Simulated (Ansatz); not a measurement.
A run of Ansatz 0.2.0 is set up as follows.

File input.yaml:

```yaml
crystal:
  lattice:
    - [-1.726539, 1.775547, 2.338342]
    - [1.726539, -1.775547, 2.338342]
    - [1.726539, 1.775547, -2.338342]
  atoms:
    - { symbol: Sn, position: [0.0, 0.0, 0.0] }
hamiltonian:
  xc: mr2scan
  pseudopotentials: { kind: nc }
kpoints:
  mp_grid: { grid: [11, 11, 11] }
scf:
  occupations: { method: gaussian, width: 0.1 }
  n_extra_bands: 6
output:
  forces: true
  stress: true
  eigenvalues: true
  dos: { projected: false, de: 0.05, nscf_kmesh: { grid: [17, 17, 17] } }
  write_density: true
  write_potential: true
  elf: true
  volumetric_format: npy
```

Potentials or basis: PseudoDojo standard (PBE files).

Launch:

```bash
$ ansatz run input.yaml --threads 1 --pin off --max-ram 2560MiB --backend cpu --events-out ev --progress --plain --runs-dir out
```

Task: Predict the density of states at the Fermi level.

Result: 0.51 states/eV per cell.

Task: Estimate the band gap on the k mesh.

Result: None (metal or under the smearing width).

Task: Estimate the pressure.

Result: -2.6 GPa.

States per cell in windows of 1 eV (zero at the Fermi level; states under -8 eV left out):
| from (eV) | total |
| --- | --- |
| -8.0 | 0.44 |
| -7.0 | 0.47 |
| -6.0 | 0.32 |
| -5.0 | 0.07 |
| -4.0 | 0.32 |
| -3.0 | 0.65 |
| -2.0 | 0.47 |
| -1.0 | 0.52 |
| 0.0 | 0.56 |
| 1.0 | 0.66 |
| 2.0 | 0.75 |
| 3.0 | 0.67 |
| 4.0 | 0.59 |
| 5.0 | 0.47 |
| 6.0 | 0.42 |
| 7.0 | 0.47 |

Caveat: the potentials were made for another functional, which shifts forces and pressure.
